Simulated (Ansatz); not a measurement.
## Is this SiC4 stable against decomposition?

These are results of Ansatz 0.2.0, DFT PBE, scalar-relativistic, plane waves, PAW, not measurements. Settings: cutoff 420 eV, Γ-centred meshes spaced at most about 0.3 Å⁻¹, and about 0.25 Å⁻¹ or finer for metals (2π included), Gaussian smearing. No spin polarisation.

Energies over the elements count from the elements' standard structures at the same level, with no fitted energy shifts.

These are static total energies at zero pressure. No dispersion correction is applied, so the spacing and binding between layers, chains or molecules are poorly described (SiC4 P-6m2). The reference form of C is held partly by dispersion forces, which this level lacks.

The competitors are the elements and 1 reference phase of this chemical system (from databases or known types: SiC), relaxed at the same level; other known phases may be missing.

The candidate was reached from: Si and C ordered on hcp sites.

```cif
data_structure
_symmetry_space_group_name_H-M 'P-6m2'
_symmetry_Int_Tables_number 187
_cell_length_a 2.5479
_cell_length_b 2.5479
_cell_length_c 21.4698
_cell_angle_alpha 90.000
_cell_angle_beta 90.000
_cell_angle_gamma 120.000
_cell_volume 120.71
loop_
_atom_site_label
_atom_site_type_symbol
_atom_site_symmetry_multiplicity
_atom_site_Wyckoff_symbol
_atom_site_fract_x
_atom_site_fract_y
_atom_site_fract_z
_atom_site_occupancy
Si1 Si 2 g 0.00000 0.00000 0.44046 1
C1 C 2 h 0.33333 0.66667 0.03785 1
C2 C 2 h 0.33333 0.66667 0.22642 1
C3 C 1 d 0.33333 0.66667 0.50000 1
C4 C 1 a 0.00000 0.00000 0.00000 1
C5 C 2 g 0.00000 0.00000 0.22644 1
```

Task: Where does it stand against these competitors?

Result: Not stable. Its formation energy is 1.196 eV/atom. The lowest competing mixture at this composition is this:

```
phase       space group             source  share of atoms  ΔE_f (eV/atom)
    C                 -            element          0.6000         -0.0002
  SiC  P6_3mc (No. 186)  Materials Project          0.4000          -0.204
```

The lowest database cell of C (-0.0002) lies slightly below the reference, hence the non-zero entry.

The mixture lies at -0.082 eV/atom, and the candidate lies 1.28 eV/atom above it. The candidate matches no cell in the subsets of the Crystallography Open Database and the Materials Project at hand. A phase this far over the hull is unlikely to be made. It holds Si–Si nets (shortest 2.55 Å) and C–C nets (shortest 1.47 Å).
